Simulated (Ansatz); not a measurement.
# ZnSe: the cost of one run

Program: Ansatz 0.2.0. Level of theory: DFT PBE, scalar-relativistic, plane waves, PAW. These are calculated values, not measurements.

1 further run of the same task is left out (set aside as unsound or not needed).

## 1. The system as given

Symmetry: F-43m, No. 216, cubic system. The conventional cell has a = 5.732 Å, b = 5.732 Å, c = 5.732 Å, α = 90.00°, β = 90.00°, γ = 90.00°. Zn (site symmetry -43m) has 4 Se at 2.48 Å as nearest neighbours. Se (site symmetry -43m) has 4 Zn at 2.48 Å as nearest neighbours.

Coordinates:

```xyz
2
Lattice="0.0000 2.8659 2.8659 2.8659 0.0000 2.8659 2.8659 2.8659 0.0000" Properties=species:S:1:pos:R:3 pbc="T T T"
Zn    0.0000    0.0000    0.0000
Se    4.2989    4.2989    4.2989
```

This cell was relaxed beforehand with the same method: volume 23.54 Å³/atom, gap on the mesh 1.15 eV.

## 2. Band edges and mean potential of the bulk

The input, input.yaml:

```yaml
crystal:
  lattice:
    - [0.0, 2.865920144, 2.865920144]
    - [2.865920144, 0.0, 2.865920144]
    - [2.865920144, 2.865920144, 0.0]
  atoms:
    - { symbol: Zn, position: [0.0, 0.0, 0.0] }
    - { symbol: Se, position: [0.75, 0.75, 0.75] }
basis:
  ecutwfc: 420
kpoints:
  mp_grid: { grid: [8, 8, 8] }
  band_path: { path: [VBM, CBM], npoints: 2 }
hamiltonian:
  xc: pbe
scf:
  occupations: { method: gaussian, width: 0.02 }
output:
  forces: true
  stress: true
  eigenvalues: true
```

Launch:

```bash
$ ansatz run input.yaml --threads 1 --pin off --max-ram 2560MiB --backend cpu --events-out ev --progress --plain --runs-dir out
```

What time and memory should one allow on 1 thread of Arm Neoverse V1, shared host?

About 4.8 s, with a peak of 0.32 GiB.
